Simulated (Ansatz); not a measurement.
Input of an Ansatz 0.2.0 run:

input.yaml

```yaml
crystal:
  lattice:
    - [3.249308, 0.0, 0.0]
    - [-1.624654, 2.8139832727, 0.0]
    - [0.0, 0.0, 5.205709]
  atoms:
    - { symbol: Zn, position: [0.6666666667, 0.3333333333, 0.0] }
    - { symbol: Zn, position: [0.3333333333, 0.6666666667, 0.5] }
    - { symbol: O, position: [0.3333333333, 0.6666666667, 0.87901] }
    - { symbol: O, position: [0.6666666667, 0.3333333333, 0.37901] }
hamiltonian:
  xc: pbe
  pseudopotentials: { kind: paw }
kpoints:
  mp_grid: { grid: [9, 9, 5] }
scf:
  occupations: { method: fermi_dirac, width: 0.05 }
output:
  forces: true
  stress: true
  eigenvalues: true
```

Potentials or basis: Ansatz PAW.

The run is started by

```bash
$ ansatz run input.yaml --threads 2 --pin off --max-ram 5120MiB --backend cpu --events-out ev --progress --plain --runs-dir out
```

Question: What does it give for the largest force?

Answer: 0.070 eV/Å.

Question: What does it give for the pressure?

Answer: 4.9 GPa.

Question: Estimate the band gap on the k mesh.

Answer: 0.80 eV, direct.

Forces in eV/Å, atoms in the order of the input:
```
Zn   0.000  0.000 -0.070
Zn   0.000  0.000 -0.070
O    0.000  0.000  0.070
O    0.000  0.000  0.070
```

Caveat: odd divisions of the mesh miss points on the zone boundary, where band edges often lie, so the gap on the mesh can be too wide; the pressure holds a Pulay correction of +0.7 GPa for the finite cutoff.

**Experimental background.**

“Electronic structure of alkaline earth and post-transition metal oxides”, 2009, arxiv:0908.1581 quotes, for a bulk crystal of ZnO: band gap 3.37 eV.

A measured gap of ZnO is 3.37 eV (quoted in “Electronic structure of alkaline earth and post-transition metal oxides”, 2009, arxiv:0908.1581); the calculated 0.80 eV misses it by -2.57 eV. So large a miss can be the level of theory's own, or it may mean another phase, state or a wrong row. The value is that of PBE, without temperature or zero-point motion. Semilocal functionals fall short of measured gaps as a rule.
